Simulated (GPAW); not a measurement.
Input of a GPAW 26.7.0 run:

File run.py:

```python
from ase.calculators.mixing import SumCalculator
from ase.filters import FrechetCellFilter
from ase.io import read, write
from ase.optimize import BFGS
from dftd3.ase import DFTD3
from gpaw import GPAW, PW

atoms = read('POSCAR')

calc = GPAW(mode=PW(600),
            xc='revPBE',
            kpts={'size': (7, 7, 7), 'gamma': True},
            occupations={'name': 'fermi-dirac', 'width': 0.05},
            nbands=16,
            convergence={'density': 1e-05, 'forces': 0.0001},
            maxiter=150,
            txt='gpaw.txt')
atoms.calc = SumCalculator([calc, DFTD3(method='revpbe', damping='d3bj')])
opt = BFGS(FrechetCellFilter(atoms), trajectory='relax.traj', logfile='-')
done = opt.run(fmax=0.01, steps=60)
calc.write('gs.gpw')
write('result.traj', atoms)
print('Converged:', done)
print('Cell:', atoms.cell.cellpar().round(4))
print('Volume:', round(atoms.get_volume(), 4))
print(atoms.get_scaled_positions().round(5))
```

File POSCAR:

```
BaS
1.0
    0.0000000000      3.1937500000      3.1937500000
    3.1937500000      0.0000000000      3.1937500000
    3.1937500000      3.1937500000      0.0000000000
Ba S
1 1
Direct
    0.0000000000      0.0000000000      0.0000000000
    0.5000000000      0.5000000000      0.5000000000
```

Potentials or basis: the program's PAW data sets (release 1.2.1) made for this functional, pw.

Launch:

```bash
$ OMP_NUM_THREADS=1 python run.py
```

(1) Predict the relaxed volume.

(2) Predict the relaxed cell.

Answers

(1) 32.45 Å³/atom.

(2) a = 4.511 Å, b = 4.511 Å, c = 4.511 Å, α = 60.00°, β = 60.00°, γ = 60.00°.

Caveat: later steps reuse the first step's grids.
